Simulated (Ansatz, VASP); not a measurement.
**MgO: VASP beside Ansatz**

```
Mg O
1.0
     2.10850    2.10850    0.00000
    -2.10850    2.10850    0.00000
     0.00000    2.10850    2.10850
Mg O
1 1
Direct
  0.00000 0.00000 0.00000
  0.50000 0.50000 0.00000
```

Alike in both runs: task relaxation of cell and atoms; functional r2SCAN; k mesh 14 × 14 × 14; occupations fermi-dirac, width 0.08 eV; no spin polarisation.

|  | VASP | Ansatz |
| --- | --- | --- |
| version | VASP 6.6.1 | Ansatz 0.2.0 |
| potentials or method | VASP PAW PBE potentials, release 64 (Mg, O) | PAW with Ansatz's default frozen-core files, scalar-relativistic |
| plane-wave cutoff (eV) | 600 | 500 |
| valence electrons in the cell | 8 | 16 |

VASP gave:

```
gap on the k mesh at the Fermi level, each at its own relaxed structure (eV) : 5.75
relaxed volume (Å³/atom)                                                     : 9.21
relaxed cell length with the largest relative difference (Å)                 : 2.965
energy change over the relaxation (meV/atom)                                 : -1
```

**Question.** What did Ansatz give for the same quantities?

**Answer.** gap on the k mesh at the Fermi level, each at its own relaxed structure (eV): 5.68; relaxed volume (Å³/atom): 9.29; relaxed cell length with the largest relative difference (Å): 2.973; energy change over the relaxation (meV/atom): 0.

The two sets of potentials don't hold the same shells in valence.

Caveats: the PAW data sets were made with another functional, which shifts forces and pressure a little (VASP). A k mesh can miss the band edges.
